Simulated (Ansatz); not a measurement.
The following input was run with Ansatz 0.2.0.

```yaml
crystal:
  lattice:
    - [4.4474461277, 0.0, 0.0]
    - [-2.2237230639, 3.8516013285, 0.0]
    - [0.0, 0.0, 7.2748245]
  atoms:
    - { symbol: Sr, position: [0.3333333333, 0.6666666667, 0.25] }
    - { symbol: Sr, position: [0.6666666667, 0.3333333333, 0.75] }
basis:
  ecutwfc: 500
kpoints:
  mp_grid: { grid: [12, 12, 6] }
hamiltonian:
  xc: r2scan
scf:
  occupations: { method: gaussian, width: 0.1 }
output:
  forces: true
  stress: true
  eigenvalues: true
```

Run as
```bash
ansatz run input.yaml --threads 1 --pin off --max-ram 1331MiB --backend cpu --events-out ev --progress --plain --runs-dir out
```

Method: DFT r2SCAN, scalar-relativistic, plane waves, PAW in Ansatz.

Abridged output:

```
Pseudopotentials: kind: paw
Pseudopotential: Sr, paw, valence charge 10, recommended cutoff 500 eV (meta_gga)
Functional definition: r2SCAN
Crystal: 2 atoms, lattice volume = 124.616 Å³
Basis set: ecut = 500 eV, 3177 PW (Γ), exchange–correlation on 144×144×216 points (64 copies of the dense FFT grid, shifted against one another)
Bands: 14, of which v1, the nominal top of the filled ones, is band 10 counted from 1 (9 counted from 0)
Symmetry: 24 space group operations
Space group: P63/mmc (ITA 194), of the structure as read, at distance tolerance 5.0e-5 Å
k-points: 76 of 864
Initial density: superposition of atomic densities (neutral atoms: chi_scale 0, normalization atom), corrected by the library's trained network
Initial wavefunctions: pseudopotential atomic-orbital guess
Functional: x = r2scan, c = r2scan; τ floored in thin density (d = 2e-4 eV/Å³)
SCF iter   1: F=—  HF=-7110.159218 eV  |F-HF|=—  |Δ(HF+E_count)|=         —  Δρ=2.69e-3  dr2=1.87e-2  dr2_τ=3.75e-3  ethr=1.77e-3  ⟨swp⟩=8.6  Hψ=8229  notcnv=0
SCF iter   2: F=—  HF=-7110.194924 eV  |F-HF|=—  |Δ(HF+E_count)|=   3.57e-2  Δρ=2.05e-3  dr2=1.01e-2  dr2_τ=1.49e-4  ethr=9.36e-5  ⟨swp⟩=2.5  Hψ=2541  notcnv=0
SCF iter   3: F=—  HF=-7110.195244 eV  |F-HF|=—  |Δ(HF+E_count)|=   3.21e-4  Δρ=6.32e-4  dr2=1.23e-3  dr2_τ=2.07e-4  ethr=5.07e-5  ⟨swp⟩=2.0  Hψ=1615  notcnv=0
SCF iter   4: F=—  HF=-7110.195002 eV  |F-HF|=—  |Δ(HF+E_count)|=   2.43e-4  Δρ=3.48e-4  dr2=5.05e-5  dr2_τ=8.50e-6  ethr=6.14e-6  ⟨swp⟩=2.9  Hψ=1690  notcnv=0
SCF iter   5: F=—  HF=-7110.195017 eV  |F-HF|=—  |Δ(HF+E_count)|=   1.56e-5  Δρ=7.22e-5  dr2=3.79e-6  dr2_τ=1.56e-6  ethr=2.52e-7  ⟨swp⟩=2.0  Hψ=1227  notcnv=0
SCF iter   6: F=—  HF=-7110.195017 eV  |F-HF|=—  |Δ(HF+E_count)|=   4.19e-8  Δρ=1.19e-5  dr2=1.60e-7  dr2_τ=4.91e-8  ethr=1.90e-8  ⟨swp⟩=2.5  Hψ=1604  notcnv=0
SCF iter   7: F=-7110.195017 eV  HF=-7110.195017 eV  |F-HF|=1.64e-8  |Δ(HF+E_count)|=   1.04e-7  Δρ=6.04e-6  dr2=1.95e-8  dr2_τ=8.90e-9  ethr=5.00e-10  ⟨swp⟩=7.5  Hψ=5945  notcnv=0
SCF 1 converged in 7 iterations: F = -7110.195017 eV  dr2 = 1.95e-8
SCF converged after 7 iterations
Free energy (F): -7110.195017 eV
Harris-Foulkes:  -7110.195017 eV  (|F-HF|=1.64e-8)
Internal energy: -7110.183720 eV  (E = F + TS)
E sigma→0 (E₀):  -7110.189369 eV
Entropy (-TS):   -0.011297 eV (-5.649 meV/atom)
Fermi energy:    4.295121 eV
--- Per-component energies (eV) ---
  E_band       = -306.664089
  E_kinetic    = 481.695771
  E_local      = -1607.313352  (includes V_loc(G=0)·N_el)
  E_nonlocal   = 404.094786
  E_hartree    = 413.325152
  E_xc         = -321.240537
  E_vxc        = -347.072156  (∫ρ·V_xc dr)
  E_paw        = -5431.411535  (= ΣΔE_a)
  E_vpaw       = -83.389276  (= ΣTr[D̂ρ^β])
  E_aug_tail   = -0.000001  (compensation charges beyond the density's cutoff)
  E_vtau       = 18.671685  (kinetic-family band-sum trace: ∫τ·v_τ [+ j·A + Jᵃ·Aᵃ] dr)
  E_ewald      = -1049.041932
  E_core_change = -0.292073  (= ΣΔE_core)
  E_smearing   = -0.011297  (= −TS)
--- Forces (eV/Å), atoms counted from 1 ---
  atom   1  Sr     0.00000000     0.00000000     0.00000000
  atom   2  Sr     0.00000000     0.00000000     0.00000000
--- Stress (GPa, compression-positive) ---
       -0.946095       0.000000       0.000000
        0.000000      -0.946095       0.000000
        0.000000       0.000000      -0.838676
  P = ⅓ Tr σ = -0.9103 GPa (-9.103 kbar)
--- Band table (eV; the first three rows and the last of 76) ---
  k-point 0: bands = ["-33.9236", "-33.9152", "-15.3243", "-15.2178", "-15.2178", "-15.1995", "-15.1995", "-15.1924", "0.6125", "3.2483", "4.0878", "6.7909", "6.7909", "6.7984"]
  k-point 1: bands = ["-33.9230", "-33.9158", "-15.3157", "-15.2165", "-15.2165", "-15.2014", "-15.2007", "-15.2007", "0.7177", "2.8085", "4.4892", "6.6433", "6.7586", "6.7586"]
  k-point 2: bands = ["-33.9215", "-33.9173", "-15.2919", "-15.2259", "-15.2132", "-15.2132", "-15.2041", "-15.2041", "1.0255", "2.1326", "5.0916", "6.2331", "6.7354", "6.7354"]
  k-point 75: bands = ["-33.9131", "-33.9131", "-15.3030", "-15.3030", "-15.2789", "-15.2789", "-15.2195", "-15.2195", "4.4143", "4.4143", "4.6215", "4.6215", "4.6817", "4.6817"]
```

Self-consistency was reached.